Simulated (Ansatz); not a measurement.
# WS2: relaxing the atoms and phonons, part 2 of 2

The task, for WS2: 2 runs in a chain (relaxing the atoms and phonons).

Ansatz 0.2.0; DFT r2SCAN, scalar-relativistic, plane waves, PAW. Earlier steps stand in the parts before.

### 3 Phonons

The COD entry's cell or inner coordinates are ideal or old and differ from later refinements, so a difference from it is no clean test against experiment.

It takes the final geometry of step 2.

The input, input.yaml:

```yaml
crystal:
  lattice:
    - [3.18, 0.0, 0.0]
    - [-1.59, 2.753960784, 0.0]
    - [0.0, 0.0, 12.5]
  atoms:
    - { symbol: W, position: [0.3333333333, 0.6666666667, 0.25] }
    - { symbol: W, position: [0.6666666667, 0.3333333333, 0.75] }
    - { symbol: S, position: [0.3333333333, 0.6666666667, 0.6254356969] }
    - { symbol: S, position: [0.6666666667, 0.3333333333, 0.1254356969] }
    - { symbol: S, position: [0.3333333333, 0.6666666667, 0.8745643031] }
    - { symbol: S, position: [0.6666666667, 0.3333333333, 0.3745643031] }
scf:
  occupations: { method: fixed }
output:
  forces: true
  stress: true
  eigenvalues: true
kpoints:
  mp_grid: { grid: [10, 10, 3] }
hamiltonian:
  xc: r2scan
phonons:
  method: dfpt
  dielectric: true
  rigid_motions: translations
```

Command:

```bash
$ ansatz run input.yaml --threads 8 --pin off --max-ram 32768MiB --backend cpu --events-out ev --progress --plain --runs-dir out
```

What it wrote:

```text
Warning: RAYON_NUM_THREADS=8 ignored (pool sized by the plan → 8); use --threads N
Engine: ansatz 0.2.0, x86_64-unknown-linux-gnu
Pseudopotentials: kind: paw
Pseudopotential: W, paw, valence charge 14, recommended cutoff 500 eV (meta_gga), W.paw.azcp
Pseudopotential: S, paw, valence charge 6, recommended cutoff 500 eV (meta_gga), S.paw.azcp
Functional definition: r2SCAN
  parameter k0 = 0.174
  parameter k1 = 0.065
  parameter a1 = 4.9479
  exchange = r2scan_x(k0 = k0, k1 = k1, a1 = a1)
  correlation = r2scan_c
Crystal: 6 atoms, lattice volume = 109.470 Å³
Basis set: ecut = 500 eV, 2775 PW (Γ), exchange–correlation on 120×120×480 points (125 copies of the dense FFT grid, shifted against one another)
Bands: 32, of which v1, the nominal top of the filled ones, is band 26 counted from 1 (25 counted from 0)
Symmetry: 24 space group operations
k-points: 86 of 300 (irreducible under 2 space group operations, time reversal used)
Non-local potential: W, projectors of the file, l = 0: 3, l = 1: 2, l = 2: 2, l = 3: 1
Non-local potential: S, projectors of the file, l = 0: 2, l = 1: 2, l = 2: 2
PAW form: soft (Blöchl's): semilocal exchange-correlation on the pseudo side does not see the compensation charge
PAW frozen core: W, regenerated for the run's functional (the file was generated under x = pbe(κ = 0.804, μ = 0.2195149727645171), c = pbe(β = 0.06672455060314922))
PAW frozen core: S, regenerated for the run's functional (the file was generated under x = pbe(κ = 0.804, μ = 0.2195149727645171), c = pbe(β = 0.06672455060314922))
PAW one-centre angular grid: W, 590 points (default); XC on 160 Gauss nodes
PAW one-centre angular grid: S, 302 points (default); XC on 160 Gauss nodes
Initial density: superposition of atomic densities (neutral atoms: chi_scale 0, normalization atom), corrected by the library's trained network
Initial wavefunctions: pseudopotential atomic-orbital guess
Functional: x = r2scan, c = r2scan; τ floored in thin density (d = 2e-4 eV/Å³)
SCF iter   1: F=—  HF=-24423.142052 eV  |F-HF|=—  |Δ(HF+E_count)|=         —  Δρ=7.83e-3  dr2=4.34e-2  dr2_τ=1.65e-1  ethr=1.77e-3  ⟨swp⟩=5.0  Hψ=11144  notcnv=0  defer=242
preconditioner: auto → Resta (q_TF=auto, 2.410 Å⁻¹)  ε∞=6.8  [insulator: Δε(μ)=1.218 eV  Ē_g=8.840 eV  n_scr=26 (ndim 8)  ℏωp=21.3 eV  f_vac=0.025  ε∞_Penn≈6.8]
SCF iter   2: F=—  HF=-24423.279679 eV  |F-HF|=—  |Δ(HF+E_count)|=   1.38e-1  Δρ=4.60e-3  dr2=1.50e-2  dr2_τ=2.02e-3  ethr=8.35e-5  ⟨swp⟩=2.4  Hψ=5224  notcnv=0  defer=331
SCF iter   3: F=—  HF=-24423.283826 eV  |F-HF|=—  |Δ(HF+E_count)|=   4.15e-3  Δρ=2.67e-3  dr2=3.70e-3  dr2_τ=3.44e-4  ethr=2.89e-5  ⟨swp⟩=2.4  Hψ=3693  notcnv=0  defer=342
SCF iter   4: F=—  HF=-24423.287155 eV  |F-HF|=—  |Δ(HF+E_count)|=   3.33e-3  Δρ=2.22e-4  dr2=5.24e-5  dr2_τ=6.41e-6  ethr=7.11e-6  ⟨swp⟩=2.6  Hψ=4423  notcnv=0  defer=342
SCF iter   5: F=—  HF=-24423.287185 eV  |F-HF|=—  |Δ(HF+E_count)|=   3.01e-5  Δρ=7.14e-5  dr2=1.00e-5  dr2_τ=4.60e-7  ethr=1.01e-7  ⟨swp⟩=2.2  Hψ=4451  notcnv=0  defer=311
SCF iter   6: F=—  HF=-24423.287187 eV  |F-HF|=—  |Δ(HF+E_count)|=   2.91e-6  Δρ=1.36e-5  dr2=3.53e-7  dr2_τ=4.82e-8  ethr=1.92e-8  ⟨swp⟩=2.0  Hψ=3898  notcnv=0  defer=133
SCF iter   7: F=—  HF=-24423.287189 eV  |F-HF|=—  |Δ(HF+E_count)|=   1.50e-6  Δρ=2.78e-6  dr2=5.82e-9  dr2_τ=6.91e-10  ethr=6.78e-10  ⟨swp⟩=2.0  Hψ=4144  notcnv=0  defer=131
SCF iter   8: F=—  HF=-24423.287189 eV  |F-HF|=—  |Δ(HF+E_count)|=   1.00e-8  Δρ=5.65e-7  dr2=2.99e-10  dr2_τ=1.30e-11  ethr=1.12e-11  ⟨swp⟩=2.0  Hψ=4379  notcnv=0  defer=131
SCF iter   9: F=-24423.287189 eV  HF=-24423.287189 eV  |F-HF|=1.46e-11  |Δ(HF+E_count)|=  4.55e-10  Δρ=9.34e-8  dr2=1.18e-11  dr2_τ=1.24e-12  ethr=1.00e-12  ⟨swp⟩=13.8  Hψ=18525  notcnv=0
SCF 1 converged in 9 iterations: F = -24423.287189 eV  dr2 = 1.18e-11
NSCF: frozen V_eff on 5 k-points
DFPT response loops at Γ: preconditioner auto → Resta (q_TF=auto, 2.410 Å⁻¹)  ε∞=7.0 (no band partly filled); β = 1.00, the filter's whole step (`scf.mixing.beta` (0.50) is not read by the response loops at its default; to damp them type it under 1.00, their step now; it binds the ground state too); Broyden in place of MSR1
── the response to a field inside a basis, on 10×10×4 k-points: an SCF that follows is theirs, and a resumed run solves both again ──
Bands: 27, of which v1, the nominal top of the filled ones, is band 26 counted from 1 (25 counted from 0)
k-points: 60 of 400 (irreducible under 8 space group operations)
Initial density: handed on by an earlier stage of this run
Initial wavefunctions: pseudopotential atomic-orbital guess (no wavefunctions were taken with the density)
Eigensolver: Dense (60 Hₖ)
SCF iter   1: F=—  HF=-24423.198298 eV  |F-HF|=—  |Δ(HF+E_count)|=         —  Δρ=3.10e-4  dr2=2.98e-5  dr2_τ=1.67e-5  ethr=1.00e-1
preconditioner: auto → Resta (q_TF=auto, 2.410 Å⁻¹)  ε∞=7.9  [insulator: Δε(μ)=1.300 eV  Ē_g=8.119 eV  n_scr=26 (ndim 8)  ℏωp=21.3 eV  f_vac=0.021  ε∞_Penn≈7.9]
SCF iter   2: F=—  HF=-24423.198327 eV  |F-HF|=—  |Δ(HF+E_count)|=   2.84e-5  Δρ=1.73e-4  dr2=1.01e-5  dr2_τ=1.73e-6  ethr=5.72e-8
SCF iter   3: F=—  HF=-24423.198342 eV  |F-HF|=—  |Δ(HF+E_count)|=   1.49e-5  Δρ=3.40e-5  dr2=2.16e-6  dr2_τ=5.56e-7  ethr=1.95e-8
SCF iter   4: F=-24423.198342 eV  HF=-24423.198342 eV  |F-HF|=3.33e-8  |Δ(HF+E_count)|=   4.90e-8  Δρ=9.42e-6  dr2=9.58e-8  dr2_τ=4.02e-9  ethr=4.16e-9
SCF 1 converged in 4 iterations: F = -24423.198342 eV  dr2 = 9.58e-8
DFPT response loops at Γ: preconditioner auto → Resta (q_TF=auto, 2.410 Å⁻¹)  ε∞=6.8 (no band partly filled); β = 1.00, the filter's whole step (`scf.mixing.beta` (0.50) is not read by the response loops at its default; to damp them type it under 1.00, their step now; it binds the ground state too); Broyden in place of MSR1
SCF converged after 9 iterations
Free energy (F): -24423.287189 eV
Harris-Foulkes:  -24423.287189 eV  (|F-HF|=1.46e-11)
Internal energy: -24423.287189 eV  (E = F + TS)
E sigma→0 (E₀):  -24423.287189 eV
Fermi energy:    11.154391 eV
--- Per-component energies (eV) ---
  E_band       = -437.595296
  E_kinetic    = 1333.542462
  E_local      = -3655.918025  (includes V_loc(G=0)·N_el)
  E_nonlocal   = 115.560176
  E_hartree    = 1456.023615
  E_xc         = -866.820423
  E_vxc        = -900.138983  (∫ρ·V_xc dr)
  E_paw        = -19624.407275  (= ΣΔE_a)
  E_vpaw       = -287.190607  (= ΣTr[D̂ρ^β])
  E_aug_tail   = -0.000096  (compensation charges beyond the density's cutoff)
  E_vtau       = 44.502654  (kinetic-family band-sum trace: ∫τ·v_τ [+ j·A + Jᵃ·Aᵃ] dr)
  E_ewald      = -3179.652659
  E_core_change = -1.614965  (= ΣΔE_core)
  E_smearing   = -0.000000  (= −TS)
  E_closure    = 0.000000  (closes the sum)
  Σ components = -24423.287189   (vs F -24423.287189, Δ=0.00e0)
--- Forces (eV/Å), atoms counted from 1 ---
  atom   1  W      0.00000000    -0.00000000    -0.00000000
  atom   2  W     -0.00000000     0.00000000     0.00000000
  atom   3  S     -0.00000000    -0.00000000    -0.00023779
  atom   4  S      0.00000000     0.00000000    -0.00023779
  atom   5  S     -0.00000000    -0.00000000     0.00023779
  atom   6  S      0.00000000     0.00000000     0.00023779
  max |Σ_I F_I| component: 2.31e-18 eV/Å
--- Stress (GPa, compression-positive) ---
        0.467181       0.000000      -0.000000
        0.000000       0.467181       0.000000
       -0.000000       0.000000       1.460747
  P = ⅓ Tr σ = 0.7984 GPa (7.984 kbar)
--- Band table (eV; the first three rows and the last of 86) ---
  k-point 0: bands = ["-65.4131", "-65.4131", "-29.0506", "-29.0506", "-28.8942", "-28.8942", "-28.8942", "-28.8942", "-5.1550", "-4.9711", "-3.4876", "-3.1311", "3.3475", "4.2858", "7.3160", "7.3768", "7.3768", "7.3890", "7.3890", "8.6523", "8.6523", "8.6957", "8.6957", "9.4369", "10.0319", "11.1544", "13.5365", "13.5365", "13.5443", "13.5443", "13.6245", "13.6245"]
  k-point 1: bands = ["-65.4131", "-65.4131", "-29.0506", "-29.0506", "-28.8942", "-28.8942", "-28.8942", "-28.8942", "-5.1144", "-5.0233", "-3.3941", "-3.2168", "3.5443", "4.0014", "7.3798", "7.3798", "7.3859", "7.3859", "7.7609", "8.6631", "8.6631", "8.6848", "8.6848", "8.6914", "10.5686", "11.0116", "13.5338", "13.5338", "13.5349", "13.5349", "13.6702", "13.6702"]
  k-point 2: bands = ["-65.4113", "-65.4113", "-29.0441", "-29.0441", "-28.9294", "-28.9294", "-28.9023", "-28.9023", "-4.9836", "-4.8000", "-3.4194", "-3.0785", "3.5497", "4.4860", "6.9509", "6.9745", "7.0180", "7.5380", "7.5573", "8.0532", "8.3909", "8.4399", "8.7437", "9.6337", "10.0233", "10.8314", "13.3173", "13.4299", "13.4619", "13.5176", "13.5476", "13.6411"]
  k-point 85: bands = ["-65.3941", "-65.3941", "-29.1961", "-29.1961", "-29.0381", "-29.0381", "-28.9820", "-28.9820", "-2.9173", "-2.8688", "-2.5630", "-2.5104", "4.3154", "4.3957", "4.9248", "4.9687", "5.8870", "6.0378", "6.6707", "6.8848", "7.1536", "7.2679", "8.3330", "8.4513", "9.7820", "9.8344", "12.9380", "13.1778", "13.8311", "13.8425", "14.2225", "14.5157"]
--- Phonons (Γ-DFPT): 4 representative perturbations + reference, on 86 of 300 k-points (Σ response iterations 30) ---
  k mesh reduced under 2 symmetry operations, with k and −k counted as one. Each operation leaves every solved perturbation unchanged. A smaller set is not considered because the functional reads the kinetic-energy density
  ASR residual: 4.227e-4 → 0.000e0 eV/Å²; symmetrization residual: 4.382e-5 eV/Å²
  ASR residual per site (eV/Å²): 1.76e-4 1.76e-4 4.23e-4 4.23e-4 4.23e-4 4.23e-4
  Γ frequencies (cm⁻¹): 0.00 0.00 0.00 23.97 23.97 43.29 295.49 295.49 297.62 297.62 355.03 355.03 355.40 355.40 421.39 426.93 437.27 441.62
  ε∞ (high-frequency dielectric tensor):
       13.309679    -0.000000    -0.000000
       -0.000000    13.309679     0.000000
       -0.000000     0.000000     5.352154
  ε⁰ (static dielectric tensor: ions relaxed, cell fixed):
       13.335100    -0.000000    -0.000000
       -0.000000    13.335100     0.000000
       -0.000000     0.000000     5.362887
  ε⁰ − ε∞ (ionic part):
        0.025421     0.000000    -0.000000
        0.000000     0.025421     0.000000
       -0.000000     0.000000     0.010733
  softest optical mode at Γ: 23.97 cm⁻¹; the repairs (sum rule, projections) moved no ω² at Γ by more than (3.21 cm⁻¹)²
  Born effective charges Z* (e; rows j = field, columns β = displacement):
    site 0:
        -0.41163    0.00000   -0.00000
        -0.00000   -0.41163   -0.00000
         0.00000    0.00000   -0.32943
    site 1:
        -0.41163   -0.00000   -0.00000
        -0.00000   -0.41163   -0.00000
         0.00000    0.00000   -0.32943
    site 2:
         0.20581    0.00000   -0.00000
         0.00000    0.20581    0.00000
         0.00000    0.00000    0.16471
    site 3:
         0.20581   -0.00000    0.00000
         0.00000    0.20581   -0.00000
         0.00000   -0.00000    0.16471
    site 4:
         0.20581    0.00000    0.00000
         0.00000    0.20581   -0.00000
        -0.00000   -0.00000    0.16471
    site 5:
         0.20581    0.00000   -0.00000
        -0.00000    0.20581    0.00000
        -0.00000    0.00000    0.16471
  Z* charge neutrality: 1.238e-2 e pre-enforcement
  solved inside a basis spanned on kpoints, on 10×10×4 k-points, its susceptibility summed on 14×14×4: ε∞ is read to err by 5.6e-2, Z* by 2.0e-2 e (field_mesh: kpoints solves on kpoints); Z* is corrected for what the basis lacks
  optical modes at Γ without the LO–TO term, one row a degenerate level:
      ω (cm⁻¹)  modes    IR ((D/Å)²/amu)
         23.97      2             0.0000
         43.29      1             0.0000
        295.49      2             0.0000
        297.62      2             0.0000
        355.03      2             0.3289
        355.40      2             0.0000
        421.39      1             0.0000
        426.93      1             0.0000
        437.27      1             0.1053
        441.62      1             0.0000
  optical modes at Γ + LO–TO along q̂ = [1.0000, 0.0000, 0.0000]:
      ω (cm⁻¹)  modes    IR ((D/Å)²/amu)
         23.97      2             0.0000
         43.29      1             0.0000
        295.49      2             0.0000
        297.62      2             0.0000
        355.03      1             0.1645
        355.37      1             0.1645
        355.40      2             0.0000
        421.39      1             0.0000
        426.93      1             0.0000
        437.27      1             0.1053
        441.62      1             0.0000
  optical modes at Γ + LO–TO along q̂ = [0.0000, 1.0000, 0.0000]:
      ω (cm⁻¹)  modes    IR ((D/Å)²/amu)
         23.97      2             0.0000
         43.29      1             0.0000
        295.49      2             0.0000
        297.62      2             0.0000
        355.03      1             0.1645
        355.37      1             0.1645
        355.40      2             0.0000
        421.39      1             0.0000
        426.93      1             0.0000
        437.27      1             0.1053
        441.62      1             0.0000
  optical modes at Γ + LO–TO along q̂ = [0.0000, 0.0000, 1.0000]:
      ω (cm⁻¹)  modes    IR ((D/Å)²/amu)
         23.97      2             0.0000
         43.29      1             0.0000
        295.49      2             0.0000
        297.62      2             0.0000
        355.03      2             0.3289
        355.40      2             0.0000
        421.39      1             0.0000
        426.93      1             0.0000
        437.71      1             0.1053
        441.62      1             0.0000
```

Wall time 3.9 min (8 threads of Intel Xeon Platinum 8259CL at 2.50GHz (Skylake/Cascade Lake), shared host); peak memory 3.3 GiB.

Optical levels at the zone centre, without the three acoustic modes and without the macroscopic field of LO modes (i: imaginary):

```tsv
cm⁻¹	meV	modes	IR intensity ((D/Å)²/amu)
24	3.0	2	0.00
43	5.4	1	0.00
295	36.6	2	0.00
298	36.9	2	0.00
355	44.0	2	0.33
355	44.1	2	0.00
421	52.2	1	0.00
427	52.9	1	0.00
437	54.2	1	0.11
442	54.8	1	0.00
```

Born effective charges (e), diagonal parts, one row a distinct site:

```tsv
atom	Z*xx	Z*yy	Z*zz	mean
W1	-0.41	-0.41	-0.33	-0.38
S3	0.21	0.21	0.16	0.19
```

Each polar mode adds Δε = (4.92064×10⁷/V)·S/ν² along x (S its oscillator strength in e²/amu, ν in cm⁻¹, V = 109.47 Å³):

```tsv
ν (cm⁻¹)	S_xx	Δε
355.0	0.0071	0.03
```

The sum is 0.03; with ε∞,xx = 13.31 that makes 13.34, and the run's static tensor has 13.34.

### 4 Summary of results

This closing draws on all 2 parts.

```
step  volume (Å³/atom)  pressure (GPa)  energy (eV)  gap on the mesh (eV)  time
   2             18.24             0.8   -24423.287                  1.23  13 s
```

```
                                 quantity               value
optical modes at Γ (without the LO field)      24 to 442 cm⁻¹
                     ε∞, principal values  5.35, 13.31, 13.31
                    ε0 with the ions free     5.4, 13.3, 13.3
                        mean Born charges  W -0.38, S +0.19 e
```

**Reading.** No zone-centre mode is imaginary. That tests stability at Γ alone. Of the static screening, 0 % comes from the ions' motion. Measured lines, each beside the nearest calculated frequency (matched by position alone): 351 measured, 355 calculated cm⁻¹; the first is 350.6 cm⁻¹ (powder; “The Effects of Exfoliation, Organic Solvents and Anodic Activation on Catalytic Hydrogen Evolution Reaction of Tungsten Disulfide”, 2017, arxiv:1709.00568). Spin-orbit coupling is left out, which matters for the bands of W. Layers here are held mostly by dispersion, which this level lacks, so their spacing and the stiffness across them are unreliable there.

These are semilocal Kohn-Sham gaps, which aren't the measured quantity. Such gaps usually fall short of the measured ones.
